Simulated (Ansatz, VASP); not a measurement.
# InAs: VASP beside Ansatz, part 2 of 2

Aim: how closely do two programs agree when they are given the same cell, functional and k mesh? The cell is taken from a series of runs on this material, whose earlier steps may have relaxed, scaled, displaced or heated it; both programs get it as it stands.

VASP 6.6.1 and Ansatz 0.2.0.

So far: Set-up; VASP: zone-centre phonons, PBEsol.

## (2) VASP: zone-centre phonons, PBEsol (continued)

Level of this step: PBEsol; plane waves and PAW (As, In_d) (VASP).

Numbers of over 12 decimals in the logs are rounded to 6 here.

From OUTCAR (step 2):

```text
ion  position               nearest neighbor table
   1  0.748  0.748  0.748-   2 2.64   2 2.67   2 2.67   2 2.67
   2  0.002  0.002  0.002-   1 2.64   1 2.67   1 2.67   1 2.67

  LATTYP: Found a trigonal (rhomboedric) cell.
 ALAT       =     4.2990153394
 COS(alpha) =     0.4784976495

 Subroutine GETGRP returns: Found  6 space group operations
 (whereof  6 operations were pure point group operations)

The static configuration has the point symmetry C_3v.

   k-points           NKPTS =   1728   k-points in BZ     NKDIM =   1728   number of bands    NBANDS=     15

   dimension x,y,z NGX =    32 NGY =   32 NGZ =   32
   dimension x,y,z NGXF=    64 NGYF=   64 NGZF=   64

   ENCUT  =  500.0 eV  36.75 Ry    6.06 a.u.   7.84  7.84  7.84*2*pi/ulx,y,z

   NELECT =      18.0000    total number of electrons

 k-points in reciprocal lattice and weights: Points of the shifted mesh
   0.04166667  0.04166667  0.04166667       0.001
   0.04166667  0.04166667  0.12500000       0.001
   0.04166667  0.04166667  0.20833333       0.001
   0.04166667  0.04166667  0.29166667       0.001
   0.04166667  0.04166667  0.37500000       0.001
   0.04166667  0.04166667  0.45833333       0.001
   0.04166667  0.04166667  0.54166667       0.001
   0.04166667  0.04166667  0.62500000       0.001
   0.04166667  0.04166667  0.70833333       0.001
[...]
0.95833333  0.95833333  0.87500000       0.001
   0.95833333  0.95833333  0.95833333       0.001

 average (electrostatic) potential at core
       1 -49.9321       2 -96.8380

  Total       -0.4946396     -0.4946396     -0.4946396      0.2604407      0.2604407      0.2604407
  in kB      -13.6722911    -13.6722911    -13.6722911      7.1988194      7.1988194      7.1988194
  external PRESSURE =     -13.6722911 kB  Pullay stress =       0.0000000 kB

  energy-cutoff  :      500.00
  volume of cell :       57.96
      direct lattice vectors                 reciprocal lattice vectors
    -0.065023914  3.039515157  3.039515157    -0.159313170  0.162795838  0.162795838
     3.039515157 -0.065023914  3.039515157     0.162795838 -0.159313170  0.162795838
     3.039515157  3.039515157 -0.065023914     0.162795838  0.162795838 -0.159313170

 POSITION                                       TOTAL-FORCE (eV/Angst)
 -----------------------------------------------------------------------------------
      4.49997      4.49997      4.49997        -0.000202     -0.000202     -0.000202
      0.01053      0.01053      0.01053         0.000202      0.000202      0.000202
 -----------------------------------------------------------------------------------
    total drift:                                0.000193      0.000193      0.000193

 Eigenvectors and eigenvalues of the dynamical matrix
 ----------------------------------------------------

   1 f  =    6.180373 THz    38.832430 2PiTHz  206.155059 cm-1    25.559958 meV
             X         Y         Z           dx          dy          dz
      4.499972  4.499972  4.499972    -0.448958   -0.448958   -0.448958
      0.010533  0.010533  0.010533     0.363002    0.363002    0.363002

   2 f  =    6.000814 THz    37.704227 2PiTHz  200.165614 cm-1    24.817362 meV
             X         Y         Z           dx          dy          dz
      4.499972  4.499972  4.499972    -0.140006   -0.466155    0.606161
      0.010533  0.010533  0.010533     0.113285    0.377187   -0.490472

   3 f  =    6.000814 THz    37.704227 2PiTHz  200.165614 cm-1    24.817362 meV
             X         Y         Z           dx          dy          dz
      4.499972  4.499972  4.499972     0.619102   -0.430800   -0.188302
      0.010533  0.010533  0.010533    -0.500943    0.348579    0.152364

   4 f/i=    0.002833 THz     0.017800 2PiTHz    0.094496 cm-1     0.011716 meV
             X         Y         Z           dx          dy          dz
      4.499972  4.499972  4.499972     0.363002    0.363002    0.363002
      0.010533  0.010533  0.010533     0.448958    0.448958    0.448958

   5 f/i=    0.004935 THz     0.031006 2PiTHz    0.164604 cm-1     0.020408 meV
             X         Y         Z           dx          dy          dz
      4.499972  4.499972  4.499972    -0.486155    0.099643    0.386512
      0.010533  0.010533  0.010533    -0.600825    0.123145    0.477680

   6 f/i=    0.004935 THz     0.031006 2PiTHz    0.164604 cm-1     0.020408 meV
             X         Y         Z           dx          dy          dz
      4.499972  4.499972  4.499972    -0.165624    0.503834   -0.338210
      0.010533  0.010533  0.010533    -0.204690    0.622675   -0.417985

 ELASTIC MODULI CONTR FROM IONIC RELAXATION (kBar)
 Direction    XX          YY          ZZ          XY          YZ          ZX
 --------------------------------------------------------------------------------
 XX          -1.9968     -1.8378     -1.8378    -10.3518    -14.9812     -9.5243
 YY          -1.8378     -1.9968     -1.8378     -9.5243    -10.3518    -14.9812
 ZZ          -1.8378     -1.8378     -1.9968    -14.9812     -9.5243    -10.3518
 XY         -10.3518     -9.5243    -14.9812   -180.2161    -16.9913    -16.9913
 YZ         -14.9812    -10.3518     -9.5243    -16.9913   -180.2161    -16.9913
 ZX          -9.5243    -14.9812    -10.3518    -16.9913    -16.9913   -180.2161
 --------------------------------------------------------------------------------
```

## (3) Ansatz: zone-centre phonons, PBEsol

Ansatz runs on its PAW soft_1 files.

The same cell, functional, mesh and smearing now go to Ansatz, which takes its cutoff from its data sets.

Input file input.yaml:

```yaml
crystal:
  lattice:
    - [-0.0650239138, 3.039515157, 3.039515157]
    - [3.039515157, -0.0650239138, 3.039515157]
    - [3.039515157, 3.039515157, -0.0650239138]
  atoms:
    - { symbol: As, position: [0.7482485584, 0.7482485584, 0.7482485584] }
    - { symbol: In, position: [0.0017514416, 0.0017514416, 0.0017514416] }
kpoints:
  mp_grid: { grid: [12, 12, 12], shift: [0.5, 0.5, 0.5] }
hamiltonian:
  xc: pbesol
  pseudopotentials: { kind: paw, azcp: { folder: soft_1 }, xc_functional: pbe }
scf:
  occupations: { method: gaussian, width: 0.015 }
output:
  eigenvalues: true
phonons:
  method: dfpt
```

Command:

```bash
ansatz run input.yaml --threads 4 --pin off --max-ram 10240MiB --backend cpu --events-out ev --progress --plain --runs-dir out
```

The program printed:

```text
Engine: ansatz 0.2.0, aarch64-unknown-linux-gnu
Pseudopotentials: kind: paw
Pseudopotential: As, paw, valence charge 15, recommended cutoff 420 eV (normal), soft_1/As.paw.azcp
Pseudopotential: In, paw, valence charge 13, recommended cutoff 420 eV (normal), soft_1/In.paw.azcp
Functional definition: PBEsol
  exchange = pbesol_x
  correlation = pbesol_c
Crystal: 2 atoms, lattice volume = 57.964 Å³
Basis set: ecut = 420 eV, 1163 PW (Γ), exchange–correlation on 60×60×60 points (8 copies of the dense FFT grid, shifted against one another)
Bands: 18, of which v1, the nominal top of the filled ones, is band 14 counted from 1 (13 counted from 0)
Symmetry: 6 space group operations
k-points: 468 of 1728 (irreducible under 2 space group operations, time reversal used)
Non-local potential: As, projectors of the file, l = 0: 2, l = 1: 2, l = 2: 3, l = 3: 1
Non-local potential: In, projectors of the file, l = 0: 2, l = 1: 2, l = 2: 2, l = 3: 1
PAW form: soft (Blöchl's): semilocal exchange-correlation on the pseudo side does not see the compensation charge
PAW frozen core: As, regenerated for the run's functional, and the local potential with it (the file was generated under x = pbe(κ = 0.804, μ = 0.219515), c = pbe(β = 0.066725))
PAW frozen core: In, regenerated for the run's functional, and the local potential with it (the file was generated under x = pbe(κ = 0.804, μ = 0.219515), c = pbe(β = 0.066725))
PAW one-centre angular grid: As, 590 points (default); XC on 64 Gauss nodes
PAW one-centre angular grid: In, 590 points (default); XC on 64 Gauss nodes
Initial density: superposition of atomic densities (chi_scale 0.1, normalization cell, long waves kept (reshape's long-wave potential 0.00 eV rms))
Initial wavefunctions: pseudopotential atomic-orbital guess
Functional: x = pbesol(κ = 0.804, μ = 0.123457), c = pbesol(β = 0.046)
SCF iter   1: F=—  HF=-10338.967953 eV  |F-HF|=—  |Δ(HF+E_count)|=         —  Δρ=2.73e-2  dr2=3.46e-1  ethr=3.10e-3  ⟨swp⟩=6.0  Hψ=42171  notcnv=0
preconditioner: auto → none  [insulator: Δε(μ)=0.388 eV  Ē_g=14.477 eV  σ=0.015 eV  W_gap=1.00  n_scr=14 (ndim 8)  ℏωp=20.7 eV  f_vac=0.016  D(μ)=0.00/eV (n_scr^D=0)  ε∞_Penn≈3.0]
SCF iter   2: F=—  HF=-10338.894498 eV  |F-HF|=—  |Δ(HF+E_count)|=   7.35e-2  Δρ=1.24e-2  dr2=6.48e-2  ethr=1.23e-3  ⟨swp⟩=2.0  Hψ=14040  notcnv=0
SCF iter   3: F=—  HF=-10338.882889 eV  |F-HF|=—  |Δ(HF+E_count)|=   1.16e-2  Δρ=1.77e-3  dr2=4.17e-3  ethr=2.32e-4  ⟨swp⟩=2.0  Hψ=12168  notcnv=0
SCF iter   4: F=—  HF=-10338.881428 eV  |F-HF|=—  |Δ(HF+E_count)|=   1.46e-3  Δρ=5.73e-4  dr2=1.19e-4  ethr=1.49e-5  ⟨swp⟩=2.8  Hψ=17402  notcnv=0
SCF iter   5: F=—  HF=-10338.881425 eV  |F-HF|=—  |Δ(HF+E_count)|=   3.12e-6  Δρ=2.00e-4  dr2=8.91e-6  ethr=4.25e-7  ⟨swp⟩=2.0  Hψ=16679  notcnv=0
SCF iter   6: F=—  HF=-10338.881434 eV  |F-HF|=—  |Δ(HF+E_count)|=   8.60e-6  Δρ=2.64e-5  dr2=3.12e-7  ethr=3.18e-8  ⟨swp⟩=2.0  Hψ=10160  notcnv=0
SCF iter   7: F=—  HF=-10338.881434 eV  |F-HF|=—  |Δ(HF+E_count)|=   4.94e-7  Δρ=5.59e-6  dr2=1.35e-8  ethr=1.12e-9  ⟨swp⟩=2.0  Hψ=12641  notcnv=0
SCF iter   8: F=—  HF=-10338.881434 eV  |F-HF|=—  |Δ(HF+E_count)|=   1.48e-9  Δρ=9.99e-7  dr2=3.88e-10  ethr=4.81e-11  ⟨swp⟩=2.0  Hψ=14973  notcnv=0
SCF iter   9: F=—  HF=-10338.881434 eV  |F-HF|=—  |Δ(HF+E_count)|=  2.27e-10  Δρ=3.23e-7  dr2=5.49e-11  ethr=1.38e-12  ⟨swp⟩=2.0  Hψ=14976  notcnv=0
SCF iter  10: F=-10338.881434 eV  HF=-10338.881434 eV  |F-HF|=1.09e-11  |Δ(HF+E_count)|=  5.46e-12  Δρ=6.67e-8  dr2=2.40e-12  ethr=1.00e-12  ⟨swp⟩=6.0  Hψ=36566  notcnv=0
SCF 1 converged in 10 iterations: F = -10338.881434 eV  dr2 = 2.40e-12
  greatest PAW one-centre occupation: 0.999 electrons in one spin orbital (limit 2), on the As atom at site 0 (counted from 0), in its partial waves of l = 2
DFPT response loops at Γ: preconditioner auto → none (the input reference at scf.mixing.eps_inf says where Resta's filter doesn't serve); β = 0.50; Broyden in place of MSR1
SCF converged after 10 iterations
Free energy (F): -10338.881434 eV
Harris-Foulkes:  -10338.881434 eV  (|F-HF|=1.09e-11)
Internal energy: -10338.881434 eV  (E = F + TS)
E sigma→0 (E₀):  -10338.881434 eV
Fermi energy:    7.087845 eV
--- Per-component energies (eV) ---
  E_band       = -335.219860
  E_kinetic    = 315.744321
  E_local      = -3542.128331  (includes V_loc(G=0)·N_el)
  E_nonlocal   = -63.472054
  E_hartree    = 1754.094636
  E_xc         = -211.001453
  E_vxc        = -162.508949  (∫ρ·V_xc dr)
  E_paw        = -6109.457927  (= ΣΔE_a)
  E_vpaw       = -391.044252  (= ΣTr[D̂ρ^β])
  E_aug_tail   = 0.000151  (compensation charges beyond the density's cutoff)
  E_ewald      = -2483.863111
  E_core_change = 1.202334  (= ΣΔE_core)
  E_smearing   = -0.000000  (= −TS)
  E_closure    = -0.000000  (closes the sum)
  Σ components = -10338.881434   (vs F -10338.881434, Δ=0.00e0)
--- Band table (eV; the first three rows and the last of 468) ---
  k-point 0: bands = [... 10 lower, -4.6498, 6.1052, 6.8407, 6.8407, 7.2663, 10.7109, 10.7109, 10.9727]
  k-point 1: bands = [... 10 lower, -4.5611, 5.2544, 6.7288, 6.8024, 7.7555, 10.7089, 10.7960, 11.2458]
  k-point 2: bands = [... 10 lower, -4.3520, 4.1288, 6.4962, 6.6277, 8.1044, 10.9332, 11.0749, 11.6967]
  k-point 467: bands = [... 10 lower, -3.3527, 1.3488, 5.9451, 5.9502, 7.9519, 11.5323, 11.6100, 13.6646]
--- Phonons (Γ-DFPT): 2 representative perturbations + reference, on 468 of 1728 k-points (Σ response iterations 6) ---
  k mesh reduced under 2 symmetry operations, with k and −k counted as one. Each operation leaves every solved perturbation unchanged. A smaller set is not used because it would not reduce the number of displacements times k-points to solve
  ASR residual: 7.096e-5 → 0.000e0 eV/Å²; symmetrization residual: 1.684e-5 eV/Å²
  ASR residual per site (eV/Å²): 1.00e-5 7.10e-5
  Γ frequencies (cm⁻¹): 0.00 0.00 0.00 199.53 199.53 205.66
  non-analytic LO–TO correction: not included (Born effective charges unavailable; polar crystals: no LO–TO splitting at Γ)
```

## (4) Differences

Known differences besides the potentials themselves: the data sets hold 28 valence electrons in Ansatz (on its PAW soft_1 files) and 18 in VASP; the cutoff is 420 eV in Ansatz and 500 eV in VASP; Ansatz makes its cores anew for this functional, VASP keeps those of its PBE data sets. Total energies have different zeros and are not compared.

The two programs side by side:

```
                  quantity  Ansatz   VASP  difference
optical mode 1 to 2 (cm⁻¹)   199.5  200.2     -0.32 %
     optical mode 3 (cm⁻¹)   205.7  206.2     -0.24 %
```

Modes are paired by rising frequency, not by their patterns, so a pair may set unlike modes beside each other; they are those without the splitting of longitudinal modes.

## (5) What came out

```json
{
  "r.m.s. difference of the optical zone-centre modes, each program's sorted by frequency (zone-centre phonons, PBEsol)": "0.59 cm⁻¹"
}
```

**Reading.** The r.m.s. difference of the optical zone-centre modes, each program's sorted by frequency is 0.59 cm⁻¹ (zone-centre phonons, PBEsol). The data sets hold unlike numbers of valence electrons (28 in Ansatz and 18 in VASP), so part of the differences comes from the potentials. How closely two codes agree says nothing of how well the functional describes the real material.

[Lines on the potential files, build, host, timing and source positions are cut from VASP's logs without a mark.]

[Logs are printed without paths, hosts, clocks, repeated set-up lines and the standing remarks that a program may print on its own settings, such as how far it seeks lower states.]

[Hosts, paths, dates, database ids (printed as entryN), source tags and the programs' standing remarks are cut or masked in the printed files.]
